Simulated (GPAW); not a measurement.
# Full monolayers on W(100): dipole and work function

One adsorbate to each surface atom of W(100). How do the overlayers move the work function, and does the slab's dipole account for it?

**Method.** GPAW 26.7.0, plane waves with PAW setups, PBE; 5 layers of W at the tabulated lattice constant, the lower ones held, adsorbate and upper ones relaxed in a 1×1 cell of 9.986 Å², a dipole layer in the vacuum. The dipole counts positive along the outward normal of the covered face; e/ε0 = 180.95 V Å.

What came out, but for one run:

| adsorbate | height (Å) | dipole (e Å) | bare face (eV) | covered face (eV) |
| --- | --- | --- | --- | --- |
| CO | 0.80 | −0.1401 | 4.28 | 6.81 |
| Cl | 1.79 | −0.0582 | 4.26 | 5.31 |
| B | 1.40 | −0.0464 | 4.26 | 5.10 |
| S | 1.17 | −0.0152 | 4.25 | 4.53 |
| Si | 1.24 | −0.0048 | 4.27 | 4.36 |
| N | 0.35 | 0.0355 | 4.20 | 3.56 |
| Li | 1.81 | 0.0638 | 4.24 | 3.08 |
| OH | 1.44 | 0.0954 | 4.26 | 2.53 |
| Mg | 1.81 | 0.0681 | 4.24 | ? |

Q: What is the work function of the face covered with Mg?

A: A layer of dipoles p on area A makes a potential step of −e p/(ε0 A), so the covered face lies below the bare one by 180.95 × 0.0681 / 9.986 = 1.23 eV, which gives 4.24 − 1.23 = 3.01 eV; the run gives 3.01 eV. Over the whole set the covered face runs from 6.81 eV (CO) to 2.53 eV (OH), while the bare lower face stays between 4.20 and 4.28 eV. Among the 7 single atoms electronegativity alone doesn't order the step (r = 0.63); CO and OH stand apart, since a molecule brings its own dipole. The agreement is built in: with a dipole layer the step equals the dipole term up to numerical noise, so it checks the arithmetic, not the physics. N moves the work function against the sign that electronegativity suggests: at a full monolayer the height of the layer and the charge pushed back into the metal count as much as the charge that the atom draws.

Caveats: One starting site was tried for each adsorbate, and a full monolayer is often more than a real surface holds. 5 layers are thin, so the bare face feels the overlayer. No run was spin-polarised, so magnetic states weren't tested.
